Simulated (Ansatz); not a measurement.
**MgO: the cell at several levels of theory**

An exercise on one series of results from a longer session: the logs are not shown, and one member is left open.

Code: Ansatz 0.2.0. PAW datasets, plane waves, zero pressure. Computed, not measured; no magnetism was allowed, and the structure may never have been made.

## The system as given

This is the cell as the run starts from it, not yet at rest; its lengths are not the crystal's.

Space group Pm-3m (No. 221), cubic; conventional cell a = 2.451 Å, 7.36 Å³ an atom. Around Mg lie 8 O at 2.12 Å; around O lie 8 Mg at 2.12 Å.

Coordinates:

```cif
data_structure
_symmetry_space_group_name_H-M 'P 1'
_symmetry_Int_Tables_number 1
_cell_length_a 2.4508
_cell_length_b 2.4508
_cell_length_c 2.4508
_cell_angle_alpha 90.000
_cell_angle_beta 90.000
_cell_angle_gamma 90.000
_cell_volume 14.72
loop_
_atom_site_label
_atom_site_type_symbol
_atom_site_fract_x
_atom_site_fract_y
_atom_site_fract_z
_atom_site_occupancy
Mg1 Mg 0.00000 0.00000 0.00000 1
O1 O 0.50000 0.50000 0.50000 1
```

Set-up of the first run:

input.yaml

```yaml
crystal:
  lattice:
    - [2.450827644, 0.0, 0.0]
    - [0.0, 2.450827644, 0.0]
    - [0.0, 0.0, 2.450827644]
  atoms:
    - { symbol: Mg, position: [0.0, 0.0, 0.0] }
    - { symbol: O, position: [0.5, 0.5, 0.5] }
kpoints:
  mp_grid: { grid: [10, 10, 10] }
hamiltonian:
  xc: pbe
scf:
  occupations: { method: fermi_dirac, width: 0.02 }
relax:
  f_tol: 0.005
  cell: {}
output:
  write_density: true
  write_potential: true
  elf: true
  volumetric_format: npy
```

The run is started by

```bash
$ ansatz run input.yaml --threads 4 --pin off --max-ram 7372MiB --backend cpu --events-out ev --progress --plain --runs-dir out
```

Steps of the session up to this table: PBE: cell and atoms; Relaxing with r2SCAN; PBEsol: cell and atoms; Relaxation with LDA; Relaxation with HSE06.

One of the session's tables, all rows but one given; the rest of the session is left out.

| level | a (Å) | volume (Å³/atom) |
| --- | --- | --- |
| PBE | 2.660 | 9.409 |
| r2SCAN | ? | ? |
| PBEsol | 2.633 | 9.132 |
| LDA | 2.598 | 8.770 |
| HSE06 | 2.619 | 8.986 |

Q: Estimate the row for r2SCAN from the others.

The run gave: a (Å): 2.623; volume (Å³/atom): 9.027. In the column «a (Å)» it lies between HSE06 (2.619) and PBEsol (2.633).

What this shows: From the start to the first minimum the volume moved by +27.8 %. The volume runs from LDA (least) to PBE (most), a spread of 7.3 %, or 2.4 % in length if all axes shared it alike. The meshes differ: PBE 10×10×10, r2SCAN 8×8×8, PBEsol 8×8×8, LDA 8×8×8, HSE06 6×6×6.
